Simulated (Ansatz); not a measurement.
**Generalised stacking fault in NbP**

All numbers below come from DFT PBE, scalar-relativistic, plane waves, PAW (Ansatz). Settings: plane waves to 420 eV, k-mesh 14×14×4 (Γ-centred), Gaussian smearing 0.15 eV. No spin polarisation. Energies are free energies at this smearing, counted from the undisturbed cell; pressure is positive in compression.

The undisturbed cell (relaxed at this level; it needn't be the usual structure):

```yaml
crystal:
  lattice:
    - [-3.34705, 0.00000, 0.00000]
    - [0.00000, -3.34705, 0.00000]
    - [0.00000, 0.00000, 11.42796]
  atoms:
    - { symbol: Nb, position: [0.00000, 0.00000, 0.58373] }
    - { symbol: Nb, position: [0.50000, 0.50000, 0.08373] }
    - { symbol: Nb, position: [0.50000, 0.00000, 0.33373] }
    - { symbol: Nb, position: [0.00000, 0.50000, 0.83373] }
    - { symbol: P, position: [0.50000, 0.50000, 0.66629] }
    - { symbol: P, position: [0.00000, 0.00000, 0.16629] }
    - { symbol: P, position: [0.00000, 0.50000, 0.41629] }
    - { symbol: P, position: [0.50000, 0.00000, 0.91629] }
```

The cut lies on the cell's a–b face, a (0 0 1) plane (indices in the standard cell, whose axes needn't be the Cartesian ones shown) of area 11.20 Å², between layers 1.91 Å apart. Vector c is tilted by f times 1·a − 1·b (length 4.733 Å) with the atoms' Cartesian places fixed: one unrelaxed fault a cell. The cell is metallic on the mesh throughout.

```
     f  γ (mJ/m²) shear traction, the slope of γ along the slip (GPa)
0.0000          0                                                  0.0
0.0833        432                                                 21.0
0.1667       1461                                                 26.8
0.2500       2069                                                 -0.3
0.3333       1466                                                -25.5
0.4167        484                                                -20.1
0.5000         68                                                  0.0
```

By symmetry 0.6667 repeats 0.3333, 0.8333 repeats 0.1667 in energy, with the opposite slope along the path.

Cost: 7 runs of about 16 core-minutes in all, on Arm Neoverse V2 (shared hosts).